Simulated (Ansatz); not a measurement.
# CuO: energy and pressure over a range of volumes, part 2 of 2

Aim: scale the cell of CuO up and down at fixed shape and fractional positions, and get the equilibrium volume and bulk modulus with LAPW, PAW and all-electron datasets made for the crystal.

Ansatz 0.2.0; DFT PBE; a cell built from a prototype (CsCl type), not taken from measurement. «Crystal datasets» are all-electron PAW datasets made for this crystal. Earlier steps stand in the parts before.

**7. Volume × 1.02, LAPW**

The input, input.yaml:

```yaml
crystal:
  lattice:
    - [2.6542962143, 0.0, 0.0]
    - [0.0, 2.6542962143, 0.0]
    - [0.0, 0.0, 2.6542962143]
  atoms:
    - { symbol: Cu, position: [0.0, 0.0, 0.0] }
    - { symbol: O, position: [0.5, 0.5, 0.5] }
kpoints:
  mp_grid: { grid: [12, 12, 12] }
scf:
  occupations: { method: fermi_dirac, width: 0.08 }
hamiltonian:
  xc: pbe
  pseudopotentials: { kind: all_electron, lapw: { basis_error: 0.00025 } }
output:
  forces: true
  stress: true
  eigenvalues: true
```

Command:

```bash
ansatz run input.yaml --threads 1 --pin off --max-ram 2048MiB --backend cpu --events-out ev --progress --plain --runs-dir out
```

The program printed, shortened:

```text
LAPW: plane waves up to 9.687 Å⁻¹, error target 2.5e-4 eV per atom; small_component_spin mean_spin; O in spheres of 1.047 Å, 8 of its electrons in bands, Dirac shells []; Cu in spheres of 1.251 Å, 19 of its electrons in bands, Dirac shells []
[...]
Pseudopotentials: kind: all_electron
Pseudopotential: Cu, LAPW, valence charge 19, Koelling and Harmon's equation, gaussian nucleus
Pseudopotential: O, LAPW, valence charge 8, Koelling and Harmon's equation, gaussian nucleus
Functional definition: PBE
[...]
Crystal: 2 atoms, lattice volume = 18.700 Å³
Basis set: ecut = 357.4904467981317 eV, 257 PW (Γ), exchange–correlation at level 2
Bands: 18, of which v1, the nominal top of the filled ones, is band 14 counted from 1 (13 counted from 0)
Symmetry: 48 space group operations
Space group: Pm-3m (ITA 221), of the structure as read, at distance tolerance 2.7e-5 Å
k-points: 84 of 1728
[...]
SCF iter  11: F=-47080.086709 eV  HF=-47080.086709 eV  |F-HF|=2.33e-9  |Δ(HF+E_count)|=   4.03e-8  Δρ=1.60e-6  dr2=6.09e-10  ethr=2.16e-10  ⟨swp⟩=2.0  Hψ=4276  notcnv=0
[...]
SCF converged after 11 iterations
Free energy (F): -47080.086709 eV
[...]
E sigma→0 (E₀):  -47080.055020 eV
Entropy (-TS):   -0.063379 eV (-31.689 meV/atom)
Fermi energy:    13.040447 eV
[...]
--- Forces (eV/Å), atoms counted from 1 ---
  atom   1  Cu     0.00000000    -0.00000000     0.00000000
  atom   2  O     -0.00000000     0.00000000    -0.00000000
[...]
--- Stress (GPa, compression-positive) ---
       -3.242821       0.000000       0.000000
        0.000000      -3.242821       0.000000
        0.000000       0.000000      -3.242821
  P = ⅓ Tr σ = -3.2428 GPa (-32.428 kbar)
--- Band table (eV; the first three rows and the last of 84) ---
  k-point 0: bands = ["-493.0744", "-98.9663", "-56.3366", "-56.3366", "-56.3366", "-6.0381", "9.9262", "9.9262", "11.2771", "11.2771", "11.2771", "11.5233", "11.5233", "11.5233", "13.6207", "28.6207", "28.6207", "32.3428"]
[...]
```

It took 17 s on 1 thread of Arm Neoverse V2, shared host; peak memory 0.41 GiB.

In short: pressure -3.24 GPa; no gap.

**8. Volume × 1.02, PAW**

input.yaml: that of step 7 with these lines changed.

```diff
@@ -14,3 +14,3 @@
   xc: pbe
-  pseudopotentials: { kind: all_electron, lapw: { basis_error: 0.00025 } }
+  pseudopotentials: { kind: paw }
 output:
@@ -19 +19,6 @@
   eigenvalues: true
+  efg: { contact_densities: true }
+  write_density: true
+  write_potential: true
+  elf: true
+  volumetric_format: npy
```

Command:

```bash
ansatz run input.yaml --threads 1 --pin off --max-ram 2048MiB --backend cpu --events-out ev --progress --plain --runs-dir out
```

The program printed, shortened:

```text
[...]
[... 4 set-up lines as earlier in the session ...]
[...]
Crystal: 2 atoms, lattice volume = 18.700 Å³
Basis set: ecut = 420 eV, 365 PW (Γ), exchange–correlation on 36×36×36 points (8 copies of the dense FFT grid, shifted against one another)
Bands: 17, of which v1, the nominal top of the filled ones, is band 13 counted from 1 (12 counted from 0)
[... 2 set-up lines as earlier in the session ...]
k-points: 84 of 1728
[...]
SCF iter   1: F=—  HF=-7190.020123 eV  |F-HF|=—  |Δ(HF+E_count)|=         —  Δρ=4.12e-3  dr2=1.79e-3  ethr=1.77e-3  ⟨swp⟩=4.9  Hψ=6031  notcnv=0
[...]
  atom   1  Cu     0.00000000     0.00000000     0.00000000
  atom   2  O      0.00000000    -0.00000000     0.00000000
[...]
--- Stress (GPa, compression-positive) ---
       -3.233731       0.000000       0.000000
        0.000000      -3.233731       0.000000
        0.000000      -0.000000      -3.233731
  P = ⅓ Tr σ = -3.2337 GPa (-32.337 kbar)
--- PAW observables at the nuclei: V_zz in 10²¹ V/m², potentials from the cell's mean, atoms counted from 1 ---
  atom   1  Cu V_zz =    +0.000000   η = 0.0000   by run symmetry: forbidden
            electrostatic potential = -3758.730396 V   contact ρ = 147539.867350 e/Å³
  atom   2  O  V_zz =    -0.000000   η = 0.0000   by run symmetry: forbidden
            electrostatic potential = -626.960033 V   contact ρ = 2162.919530 e/Å³
--- Band table (eV; the first three rows and the last of 84) ---
  k-point 0: bands = ["-98.9143", "-56.2835", "-56.2835", "-56.2835", "-5.9892", "9.9790", "9.9790", "11.3300", "11.3300", "11.3300", "11.5747", "11.5747", "11.5747", "13.6706", "28.6821", "28.6821", "32.3251"]
[...]
```

It took 2.8 s on 1 thread of Arm Neoverse V2, shared host; peak memory 0.33 GiB.

Read from it: pressure -3.23 GPa; no gap.

**9. Volume × 1.06, LAPW**

The input, input.yaml:

```yaml
crystal:
  lattice:
    - [2.6885489756, 0.0, 0.0]
    - [0.0, 2.6885489756, 0.0]
    - [0.0, 0.0, 2.6885489756]
  atoms:
    - { symbol: Cu, position: [0.0, 0.0, 0.0] }
    - { symbol: O, position: [0.5, 0.5, 0.5] }
kpoints:
  mp_grid: { grid: [12, 12, 12] }
scf:
  occupations: { method: fermi_dirac, width: 0.08 }
hamiltonian:
  xc: pbe
  pseudopotentials: { kind: all_electron, lapw: { basis_error: 0.00025 } }
output:
  forces: true
  stress: true
  eigenvalues: true
```

Command:

```bash
ansatz run input.yaml --threads 1 --pin off --max-ram 2048MiB --backend cpu --events-out ev --progress --plain --runs-dir out
```

The program printed, shortened:

```text
LAPW: plane waves up to 9.552 Å⁻¹, error target 2.5e-4 eV per atom; small_component_spin mean_spin; O in spheres of 1.062 Å, 8 of its electrons in bands, Dirac shells []; Cu in spheres of 1.267 Å, 19 of its electrons in bands, Dirac shells []
[...]
[... 4 set-up lines as earlier in the session ...]
[...]
Crystal: 2 atoms, lattice volume = 19.434 Å³
Basis set: ecut = 347.6275697664072 eV, 257 PW (Γ), exchange–correlation at level 2
Bands: 18, of which v1, the nominal top of the filled ones, is band 14 counted from 1 (13 counted from 0)
[... 2 set-up lines as earlier in the session ...]
k-points: 84 of 1728
[...]
SCF iter  11: F=-47080.058963 eV  HF=-47080.058963 eV  |F-HF|=2.30e-9  |Δ(HF+E_count)|=   3.10e-7  Δρ=1.79e-6  dr2=7.56e-10  ethr=1.59e-9  ⟨swp⟩=2.0  Hψ=4279  notcnv=0
[...]
SCF converged after 11 iterations
Free energy (F): -47080.058963 eV
[...]
E sigma→0 (E₀):  -47080.025899 eV
Entropy (-TS):   -0.066128 eV (-33.064 meV/atom)
Fermi energy:    12.271073 eV
[...]
--- Forces (eV/Å), atoms counted from 1 ---
  atom   1  Cu    -0.00000000     0.00000000     0.00000000
  atom   2  O     -0.00000000     0.00000000     0.00000000
[...]
--- Stress (GPa, compression-positive) ---
       -8.672374      -0.000000       0.000000
       -0.000000      -8.672374       0.000000
        0.000000       0.000000      -8.672374
  P = ⅓ Tr σ = -8.6724 GPa (-86.724 kbar)
--- Band table (eV; the first three rows and the last of 84) ---
  k-point 0: bands = ["-493.7968", "-99.6474", "-57.0200", "-57.0200", "-57.0200", "-6.4877", "9.3249", "9.3249", "10.6211", "10.6211", "10.6211", "10.8165", "10.8165", "10.8165", "12.6790", "27.6715", "27.6715", "31.0707"]
[...]
```

It took 16 s on 1 thread of Arm Neoverse V2, shared host; peak memory 0.38 GiB.

This run gives: pressure -8.67 GPa; no gap.

**10. Volume × 1.06, PAW**

input.yaml: that of step 9 with these lines changed.

```diff
@@ -14,3 +14,3 @@
   xc: pbe
-  pseudopotentials: { kind: all_electron, lapw: { basis_error: 0.00025 } }
+  pseudopotentials: { kind: paw }
 output:
@@ -19 +19,2 @@
   eigenvalues: true
+  efg: { contact_densities: true }
```

Command:

```bash
ansatz run input.yaml --threads 1 --pin off --max-ram 2048MiB --backend cpu --events-out ev --progress --plain --runs-dir out
```

The program printed, shortened:

```text
[...]
[... 4 set-up lines as earlier in the session ...]
[...]
Crystal: 2 atoms, lattice volume = 19.434 Å³
Basis set: ecut = 420 eV, 389 PW (Γ), exchange–correlation on 36×36×36 points (8 copies of the dense FFT grid, shifted against one another)
Bands: 17, of which v1, the nominal top of the filled ones, is band 13 counted from 1 (12 counted from 0)
[... 2 set-up lines as earlier in the session ...]
k-points: 84 of 1728
[...]
SCF iter   1: F=—  HF=-7189.992358 eV  |F-HF|=—  |Δ(HF+E_count)|=         —  Δρ=2.45e-3  dr2=3.77e-4  ethr=1.77e-3  ⟨swp⟩=5.0  Hψ=6031  notcnv=0
[...]
  atom   1  Cu    -0.00000000     0.00000000     0.00000000
  atom   2  O      0.00000000    -0.00000000    -0.00000000
[...]
--- Stress (GPa, compression-positive) ---
       -8.670732       0.000000       0.000000
        0.000000      -8.670732      -0.000000
        0.000000      -0.000000      -8.670732
  P = ⅓ Tr σ = -8.6707 GPa (-86.707 kbar)
--- PAW observables at the nuclei: V_zz in 10²¹ V/m², potentials from the cell's mean, atoms counted from 1 ---
  atom   1  Cu V_zz =    +0.000000   η = 0.0000   by run symmetry: forbidden
            electrostatic potential = -3758.013350 V   contact ρ = 147539.155193 e/Å³
  atom   2  O  V_zz =    +0.000000   η = 0.0000   by run symmetry: forbidden
            electrostatic potential = -626.240968 V   contact ρ = 2163.081896 e/Å³
--- Band table (eV; the first three rows and the last of 84) ---
  k-point 0: bands = ["-99.5986", "-56.9700", "-56.9700", "-56.9700", "-6.4414", "9.3745", "9.3745", "10.6706", "10.6706", "10.6706", "10.8650", "10.8650", "10.8650", "12.7262", "27.7298", "27.7298", "31.0562"]
[...]
```

Wall time 2.4 s (1 thread of Arm Neoverse V2, shared host); peak memory 0.32 GiB.

Read from it: pressure -8.67 GPa; no gap.

**11. Volume × 1.06, crystal datasets**

input.yaml: that of step 10 with these lines changed.

```diff
@@ -14,3 +14,3 @@
   xc: pbe
-  pseudopotentials: { kind: paw }
+  pseudopotentials: { kind: all_electron, datasets: crystal }
 output:
```

Command:

```bash
ansatz run input.yaml --threads 1 --pin off --max-ram 2048MiB --backend cpu --events-out ev --progress --plain --runs-dir out
```

The program printed, shortened:

```text
[...]
[... 1 set-up line as earlier in the session ...]
Pseudopotential: Cu, paw, valence charge 19, recommended cutoff 340 eV (normal), Koelling and Harmon's equation, gaussian nucleus
Pseudopotential: O, paw, valence charge 6, recommended cutoff 340 eV (normal), Koelling and Harmon's equation, gaussian nucleus
[... 1 set-up line as earlier in the session ...]
[...]
Crystal: 2 atoms, lattice volume = 19.434 Å³
Basis set: ecut = 340 eV, 257 PW (Γ), exchange–correlation on 36×36×36 points (8 copies of the dense FFT grid, shifted against one another)
Bands: 13, of which v1, the nominal top of the filled ones, is band 9 counted from 1 (8 counted from 0)
[... 2 set-up lines as earlier in the session ...]
k-points: 84 of 1728
[...]
  atom   1  Cu     0.00000000     0.00000000     0.00000000
  atom   2  O      0.00000000     0.00000000     0.00000000
[...]
--- Stress (GPa, compression-positive) ---
       -8.671910      -0.000000       0.000000
       -0.000000      -8.671910       0.000000
        0.000000       0.000000      -8.671910
  P = ⅓ Tr σ = -8.6719 GPa (-86.719 kbar)
  It holds what live shells' own plane waves past their cutoff add
--- PAW observables at the nuclei: V_zz in 10²¹ V/m², potentials from the cell's mean, atoms counted from 1 ---
  atom   1  Cu V_zz =    -0.000000   η = 0.0000   by run symmetry: forbidden
            electrostatic potential = -3757.892847 V   contact ρ = 147610.817913 e/Å³
  atom   2  O  V_zz =    +0.000000   η = 0.0000   by run symmetry: forbidden
            electrostatic potential = -626.282773 V   contact ρ = 2163.612354 e/Å³
--- Band table (eV; the first three rows and the last of 84) ---
  k-point 0: bands = ["-6.4876", "9.3249", "9.3249", "10.6211", "10.6211", "10.6211", "10.8165", "10.8165", "10.8165", "12.6790", "27.6715"]
[...]
```

It took 7.9 s on 1 thread of Arm Neoverse V2, shared host; peak memory 0.48 GiB.

In short: pressure -8.67 GPa; no gap.

**12. The equation of state**

The rows at scale 1 come from earlier runs of the unscaled cell with the same settings.

| method | volume (Å³/atom) | F above the lowest (meV/atom) | pressure (GPa) |
| --- | --- | --- | --- |
| LAPW | 8.621 | 19.4 | 12.12 |
| LAPW | 8.983 | 2.0 | 3.61 |
| LAPW | 9.167 | 0.0 | -0.02 |
| LAPW | 9.350 | 1.9 | -3.24 |
| LAPW | 9.717 | 15.8 | -8.67 |
| PAW | 8.621 | 19.5 | 12.16 |
| PAW | 8.983 | 2.0 | 3.63 |
| PAW | 9.167 | 0.0 | 0.00 |
| PAW | 9.350 | 2.0 | -3.23 |
| PAW | 9.717 | 15.8 | -8.67 |
| crystal datasets | 8.621 | – | 12.12 |
| crystal datasets | 9.167 | – | -0.02 |
| crystal datasets | 9.717 | – | -8.67 |

**13. Outcome**

The summary covers parts 1 to 2.

| quantity | value |
| --- | --- |
| equilibrium volume (LAPW) | 9.166 Å³/atom |
| bulk modulus (LAPW) | 171 GPa |
| its pressure derivative (LAPW) | 4.8 |
| equilibrium volume (PAW) | 9.167 Å³/atom |
| bulk modulus (PAW) | 171 GPa |
| its pressure derivative (PAW) | 4.8 |

What this shows: A third-order Birch-Murnaghan fit to the LAPW pressures puts zero pressure at 9.17 Å³/atom, less than 0.1 % from the given cell, with a bulk modulus of 171 GPa. PAW's volume lies +0.01 % and its modulus +0.1 % from LAPW's. No thermal or zero-point expansion is included. CuO has an odd count of electrons, so a run without spin can force a false metal and spoil its energy. No U acts on the open 3d shell, so the metal found here may be the functional's error.
